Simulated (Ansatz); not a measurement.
Set up this calculation in Ansatz 0.2.0, as the native input.

```
Task                                : band structure
Functional                          : PBE
Potentials or basis                 : Ansatz PAW
Cutoff                              : 420 eV (not typed: the program's choice for these potentials)
k mesh                              : 13 × 13 × 13
Occupations                         : fermi-dirac, width 0.05 eV
Spin                                : no spin polarisation
Path                                : [["G", "X", "Y", "S", "G", "Z", "S1", "N", "P", "Y1", "Z"], ["X", "P"]]
Points for each segment of the path : 14
```

Crystal: Ga.

```
Ga
1.0
    -1.38440    1.38440    2.31122
     1.38440   -1.38440    2.31122
     1.38440    1.38440   -2.31122
Ga
1
Direct
  0.00000 0.00000 0.00000
```

This isn't the form of Ga at room conditions, which is orthorhombic.

One way to write it, as run:

input.yaml

```yaml
crystal:
  lattice:
    - [-1.3843987196, 1.3843987196, 2.3112238365]
    - [1.3843987196, -1.3843987196, 2.3112238365]
    - [1.3843987196, 1.3843987196, -2.3112238365]
  atoms:
    - { symbol: Ga, position: [0.0, 0.0, 0.0] }
hamiltonian:
  xc: pbe
  pseudopotentials: { kind: paw }
kpoints:
  mp_grid: { grid: [13, 13, 13] }
  band_path:
    path:
      - [[0.0, 0.0, 0.0], [0.0, 0.0, 0.5], [-0.1793941871, 0.1793941871, 0.5], [-0.3396970935, 0.3396970935, 0.3396970935], [0.0, 0.0, 0.0], [0.5, 0.5, -0.5], [0.3396970935, 0.6603029065, -0.3396970935], [0.0, 0.5, 0.0], [0.25, 0.25, 0.25], [0.5, 0.5, -0.1793941871], [0.5, 0.5, -0.5]]
      - [[0.0, 0.0, 0.5], [0.25, 0.25, 0.25]]
    npoints: 14
scf:
  occupations: { method: fermi_dirac, width: 0.05 }
  n_extra_bands: 6
output:
  forces: true
  stress: true
  eigenvalues: true
  fatbands: false
  write_density: true
  write_potential: true
  elf: true
  volumetric_format: npy
```

Potentials or basis: Ansatz PAW.

Run with:

```bash
$ ansatz run input.yaml --threads 2 --pin off --max-ram 5632MiB --backend cpu --events-out ev --progress --plain --runs-dir out
```

Results of the run:

```yaml
Pressure: 3.5 GPa
Band_gap_on_the_k_mesh: none (metal or under the smearing width)
```

Wall time 2.3 s on 2 threads of Arm Neoverse V1 (shared host), peak memory 0.31 GiB.
